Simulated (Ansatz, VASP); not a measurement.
**Two plane-wave programs on Ca**

```
Ca
1.0
     3.81187    0.00000    0.00000
    -1.90594    3.30118    0.00000
     0.00000    0.00000   12.49169
Ca
4
Direct
  0.00000 0.00000 0.00000
  0.00000 0.00000 0.50000
  0.33333 0.66667 0.25000
  0.66667 0.33333 0.75000
```

Alike in both runs: task single point; functional BLYP; k mesh 11 × 11 × 3; occupations fermi-dirac, width 0.1 eV; no spin polarisation.

|  | VASP | Ansatz |
| --- | --- | --- |
| version | VASP 6.6.1 | Ansatz 0.2.0 |
| potentials or method | VASP PAW PBE potentials, release 64 (Ca_sv) | plane waves (420 eV) with PAW, scalar-relativistic |
| plane-wave cutoff (eV) | 520 | 420 |
| valence electrons in the cell | 40 | 40 |

```csv
,VASP,Ansatz,Ansatz less VASP
pressure (GPa),1.6,1.5,-0.01
```

Caveats: the PAW data sets were made with another functional, which shifts forces and pressure a little (VASP).
